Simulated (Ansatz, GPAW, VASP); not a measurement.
# ZnSe: programs and potentials compared

```
Se Zn
1.0
     0.00000    2.83380    2.83380
     2.83380    0.00000    2.83380
     2.83380    2.83380    0.00000
Se Zn
1 1
Direct
  0.75000 0.75000 0.75000
  0.00000 0.00000 0.00000
```

Alike in all runs: task band structure; functional revPBE; k mesh 8 × 8 × 8; occupations fermi-dirac, width 0.05 eV; no spin polarisation; no spin-orbit coupling. Pressure is positive in compression and, in plane waves, holds the error of the finite cutoff. Gaps are the smaller of the mesh's and the band path's.

```tsv
program and potentials	plane-wave cutoff (eV)	notes	band gap (eV)	pressure (GPa)
VASP, PBE PAW files Se, Zn, 520 eV	520	potentials made for PBE	1.41	3.99
Ansatz, all-electron LAPW, scalar-relativistic	-	-	1.41	3.76
GPAW, the program's PAW data sets (release 1.2.1) made for this functional	600	-	?	?
```

Q: Estimate from the other rows what the run with GPAW, the program's PAW data sets (release 1.2.1) made for this functional gave.

A: Band gap 1.42 eV; pressure 3.85 GPa. The other rows, which needn't bracket it: band gap 1.41; pressure 3.76 to 3.99.
